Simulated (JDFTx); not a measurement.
Crystal: CuO.

```
Cu O
1.0
     2.55255    0.00000    0.00000
     0.00000    2.55255    0.00000
     0.00000    0.00000    2.55255
Cu O
1 1
Cartesian
  0.0000 0.0000 0.0000
  1.2763 1.2763 1.2763
```

Measurements of this composition are mostly on another form, of space group No. 15.

```yaml
Program: JDFTx 1.7.0 (patched build)
Task: relaxation of cell and atoms
Functional: TPSS
Potentials_or_basis: SG15-PBE-1.2 with smoothed tails
Cutoff: 1361 eV
Density_cutoff: 10885 eV
k_mesh: 5 × 5 × 5
Occupations: fermi-dirac, width 0.05 eV
Spin: no spin polarisation
```

At the start: pressure 14.1 GPa; volume 8.32 Å³/atom.

**Question.** Where does the relaxation end?

**Answer.** Over 6 steps the energy falls by 22.1 meV/atom and the volume is 8.85 Å³/atom (+6.4 %); space group Pm-3m (No. 221, to 0.05 Å).

The path:
```tsv
step	energy change (eV)	largest force (eV/Å)	pressure (GPa)	volume (Å³)
1	0.0000	0.0000	14.06	16.63
2	-0.0095	0.0000	12.30	16.75
3	-0.0437	0.0000	1.31	17.58
4	-0.0441	0.0000	0.20	17.68
5	-0.0441	0.0000	0.02	17.70
6	-0.0441	0.0000	0.00	17.70
```

Final structure:
```cif
data_structure
_symmetry_space_group_name_H-M 'P 1'
_symmetry_Int_Tables_number 1
_cell_length_a 2.6061
_cell_length_b 2.6061
_cell_length_c 2.6061
_cell_angle_alpha 90.000
_cell_angle_beta 90.000
_cell_angle_gamma 90.000
_cell_volume 17.70
loop_
_atom_site_label
_atom_site_type_symbol
_atom_site_fract_x
_atom_site_fract_y
_atom_site_fract_z
_atom_site_occupancy
Cu1 Cu 0.00000 0.00000 0.00000 1
O1 O 0.50000 0.50000 0.50000 1
```

Caveat: the k mesh is coarse (spacing up to 0.49 Å⁻¹), so the values aren't converged; meta-GGA forces are noisy on this grid; the plane waves are those of the starting cell, so after so large a change of volume the result is rough; the potentials were made for another functional, which shifts forces and pressure; an odd number of electrons without spin polarisation forces a metal; a magnetic or distorted state may lie lower; the run has no spin polarisation, though such a crystal can be magnetic.
